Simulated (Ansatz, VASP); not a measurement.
**Two plane-wave programs on SnO**

```
CELL_PARAMETERS angstrom
0.00000 2.73932 2.73932
2.73932 0.00000 2.73932
2.73932 2.73932 0.00000
ATOMIC_POSITIONS crystal
Sn 0.25000 0.25000 0.25000
O 0.00000 0.00000 0.00000
```

Change from the starting cell: species swapped into the BeSe type (F-43m, No. 216).

Alike in both runs: functional PBE; k mesh 18 × 18 × 18; occupations gaussian, width 0.1 eV; no spin polarisation.

Ansatz relaxed the structure, and its values are those at the end. VASP's run is a single point on that final structure, the one shown.

|  | VASP | Ansatz |
| --- | --- | --- |
| version | VASP 6.6.1 | Ansatz 0.2.0 |
| potentials or method | VASP PAW PBE potentials, release 64 (Sn_d, O) | scalar-relativistic, plane waves, PAW |
| plane-wave cutoff (eV) | 520 | 420 |
| valence electrons in the cell | 20 | 20 |

|  | VASP | Ansatz | Ansatz less VASP |
| --- | --- | --- | --- |
| gap on the k mesh at the Fermi level (eV) | none | none | - |
| pressure (GPa) | 0.0 | 0.0 | -0.03 |

A gap of «none» marks a metal or a gap that the smearing closes.
